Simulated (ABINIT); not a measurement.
**Bi in ABINIT: the effect of functional**

Bi:

```
Bi
1.0
     2.26750    1.30914    3.93800
    -2.26750    1.30914    3.93800
     0.00000   -2.61828    3.93800
Bi
2
Direct
  0.76600 0.76600 0.76600
  0.23400 0.23400 0.23400
```

Alike in all runs:

```yaml
Program: ABINIT 10.8.3 (patched build)
Task: band structure
Potentials_or_basis: JTH PAW PBE v2.0
Cutoff: 707 eV
k_mesh: 7 × 7 × 7
Occupations: fermi-dirac, width 0.05 eV
Spin: no spin polarisation
```

Task: One run gave: pressure 3.0 GPa; largest force 0.24 eV/Å. Which functional did it use?
A. PBEsol
B. LDA
C. BLYP
D. AM05
E. RPBE

Result: E.

```csv
functional,pressure (GPa),largest force (eV/Å)
LDA,-2.0,0.06
PBEsol,-0.8,0.14
RPBE,3.0,0.24
BLYP,4.9,0.21
AM05,-0.5,0.10
r2SCAN,0.8,0.04
```

Caveats: the PAW data sets were made with another functional, which shifts forces and pressure a little.

Runs at the PBE level aren't shown here.
